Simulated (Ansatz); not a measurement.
## Is this Si₂C₃ stable against decomposition?

Level of theory: Ansatz, DFT PBE, scalar-relativistic, plane waves, PAW. Settings: cutoff 420 eV, Γ-centred meshes spaced at most about 0.3 Å⁻¹, and about 0.25 Å⁻¹ or finer for metals (2π included), Gaussian smearing. No spin polarisation.

Energies over the elements count from the elements' standard structures at the same level, with no fitted energy shifts.

All energies are static (0 K, no zero-point motion). The reference form of C is held partly by dispersion forces, which this level lacks.

The competitors are the elements and 2 reference phases of this chemical system (from databases or known types: Si7C, SiC), relaxed at the same level; other known phases may be missing.

The candidate was reached from: La3Si2 type (P4/mbm).

```
Si C
1.0
     5.58224    0.00000    0.00000
     0.00000    5.58224    0.00000
     0.00000    0.00000    2.92129
Si C
4 6
Cartesian
  0.9315 3.7226 0.0000
  1.8597 0.9315 0.0000
  3.7226 4.6508 0.0000
  4.6508 1.8597 0.0000
  0.9895 1.8016 1.4606
  1.8016 4.5927 1.4606
  4.5927 3.7806 1.4606
  3.7806 0.9895 1.4606
  0.0000 0.0000 0.0000
  2.7911 2.7911 0.0000
```

The lowest competing mixture at this composition:

| phase | space group | source | share of atoms | ΔE_f (eV/atom) |
| --- | --- | --- | --- | --- |
| C | - | element | 0.2000 | -0.0002 |
| SiC | P6_3mc (No. 186) | Materials Project | 0.8000 | -0.204 |

The lowest database cell of C (-0.0002) lies slightly below the reference, hence the non-zero entry.

Task: What are the hull's energy here, the candidate's formation energy and its margin?

Result: The hull lies at -0.163 eV/atom, the weighted sum of the last column. The candidate has 1.932 eV/atom, which is 2.09 eV/atom above it (2.10 eV/atom from unrounded values). The candidate matches no cell in the subsets of the Crystallography Open Database and the Materials Project at hand. A phase this far over the hull is unlikely to be made.
